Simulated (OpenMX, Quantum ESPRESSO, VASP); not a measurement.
**Ru: 3 runs at one level of theory**

```
Ru
1.0
     2.70822    0.00000    0.00000
    -1.35411    2.34539    0.00000
     0.00000    0.00000   23.84501
Ru
5
Cartesian
  1.3541 0.7818 7.5000
  0.0000 1.5636 9.7113
  0.0000 0.0000 11.9225
  1.3541 0.7818 14.1338
  0.0000 1.5636 16.3450
```

Alike in all runs: functional PBE; k mesh 11 × 11 × 1; occupations fermi-dirac, width 0.05 eV; no spin polarisation; no spin-orbit coupling.

```tsv
program and potentials	plane-wave cutoff (eV)	notes	largest force (eV/Å)
VASP, PBE PAW files Ru_pv, 520 eV	520	14 valence electrons an atom on average	0.957
Quantum ESPRESSO, PseudoDojo 0.4.1 SR PBE standard	1143	16 valence electrons an atom on average	0.941
OpenMX, OpenMX 2013 PBE set, Ru7.0-s3p2d2, grid cutoff 400 Ry	-	atomic basis; 14 valence electrons an atom on average	0.777
```

Force on atom 1 (Ru), eV/Å:

```csv
program and potentials,x,y,z
"VASP, PBE PAW files Ru_pv, 520 eV",0.000,0.000,0.957
"Quantum ESPRESSO, PseudoDojo 0.4.1 SR PBE standard",0.000,0.000,0.941
"OpenMX, OpenMX 2013 PBE set, Ru7.0-s3p2d2, grid cutoff 400 Ry",0.000,0.008,0.639
```

The atoms of the given cell lie far from their minimum at this level. Rows in atomic bases carry the error of their basis and grid, which can be large.

Differences between rows come from potentials, basis sets and numerical settings, since the functional is the same but for its coding. Runs on potential files found faulty are left out.
